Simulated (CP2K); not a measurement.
Ca:

```xyz
1
Lattice="3.9516 0.0000 0.0000 1.9758 3.4222 0.0000 1.9758 1.1407 3.2265" Properties=species:S:1:pos:R:3 pbc="T T T"
Ca    0.0000    0.0000    0.0000
```

Base run:

```yaml
Program: CP2K 2026.2
Functional: RPBE
Potentials_or_basis: POTENTIAL_UZH Ca GTH-PBE-q10; TZVP-MOLOPT-PBE-GTH basis
Density_cutoff: 9184 eV
k_mesh: 8 × 8 × 8
Occupations: fermi-dirac, width 0.05 eV
Spin: no spin polarisation
```

Its results: band gap on the k mesh none (metal or under the smearing width); pressure 0.3 GPa.

Task: After a change of settings the same cell gave: band gap on the k mesh none (metal or under the smearing width); pressure -1.9 GPa. Which change was it?
A. functional from RPBE to LDA
B. functional from RPBE to BEEF-vdW
C. functional from RPBE to revPBE
D. functional from RPBE to PBEsol

Result: A.

LDA binds more tightly than RPBE, so the same cell stands under less pressure.

Caveats: the potentials were made for another functional, which shifts forces and pressure; the basis of atomic orbitals isn't converged, which shifts pressures, moduli and gaps.

Runs at the PBE level aren't shown here.
